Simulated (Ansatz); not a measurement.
# K2S, explained

**What was measured.** A cell as deposited of cubic K2S (space group Fm-3m), temperature not stated, from the Crystallography Open Database (1963), has a = 7.391 Å and 33.65 Å³/atom.

Computed with Ansatz (plane waves, PAW, 420 eV cutoff): PBE, scalar-relativistic, no spin polarisation, 8×8×8 k-mesh, Gaussian smearing of 0.05 eV; PAW files: Ansatz's generated set soft_2.

The chain of runs began from a cell as deposited in COD, expanded in volume.

The relaxed structure (symmetry read at 0.01 Å). It takes space group Fm-3m (No. 225, cubic). The conventional cell has a = 7.463 Å, b = 7.463 Å, c = 7.463 Å, α = 90.00°, β = 90.00°, γ = 90.00°. Around K (site symmetry -43m) lie 4 S at 3.23 Å. Around S (site symmetry m-3m) lie 8 K at 3.23 Å. (Neighbours are counted to 15 % beyond the shortest distance.)

Results at this level of theory:

- Volume: 34.64 Å³/atom
- Band gap: 2.32 eV
- Smallest direct gap: 2.50 eV
- Bader charges: K 0.76; S -1.52 e
- Formation energy from the elements (0 K, uncorrected): -1.08 eV/atom
- Bulk modulus (Birch–Murnaghan): 18.3 GPa
- Pressure derivative B0′: 4.4

Task: Should it be a metal or an insulator?

Result: Formal charges K⁺, S²⁻ balance and leave closed shells on every ion, so a band insulator is expected, and the gap is 2.32 eV.

Task: What kind of gap is it?

Result: It is indirect: 2.32 eV, against 2.50 eV for the smallest direct gap. Within 0.6 eV of the edges the projected states are 92 % S 3p at the top of the valence band and 74 % K 4s at the bottom of the conduction band. The lowest excitation takes an electron from S back to K, as in polar semiconductors.

Shannon's ionic radii give a check on the bond lengths: K⁺ with 4 neighbours 1.37 Å + S²⁻ 1.84 Å (six-fold value) = 3.21 Å against a computed mean of 3.23 Å. Sums and bonds agree within 3 %, so ion sizes set the bond lengths.

Bader charges against formal ones: K +0.76 (+1), S −1.52 (−2). The cations give up 76 % of the formal charge; Bader charges stay under formal ones because the anions' density reaches into the cations' basins.

Task: How stiff is it, in energy terms?

Result: B0·V0 = 18.3 GPa × 34.64 Å³ = 3.95 eV/atom sets the scale: near the minimum ΔE ≈ ½ B0 V0 x², with x = V/V0 − 1, and a pressure of 0.18 GPa squeezes the volume by about 1 %. At the ends of the curve: x = −4.0 % predicts 3.2 meV/atom and the run gives 3.4; x = +4.0 % predicts 3.2 meV/atom and the run gives 2.9. The curve is steeper than the parabola on the compressed side and flatter on the expanded side: the bulk modulus rises with pressure.

**Comparison.** The computed cell (7.463 Å, 34.64 Å³/atom) differs from the database's by +2.9 % in volume, about +1.0 % in length. PBE usually overestimates volumes by a few per cent. The static lattice also lacks zero-point motion and thermal expansion, roughly 2.0 to 4.9 % in volume at 300 K (room temperature assumed) by Grüneisen's rule, γ·3k_BT/(B0·V0) with γ of 1 to 2.5, so its own overestimate is larger than the figure.

Kohn–Sham gaps of semilocal functionals lie under measured ones, often by a third or more.
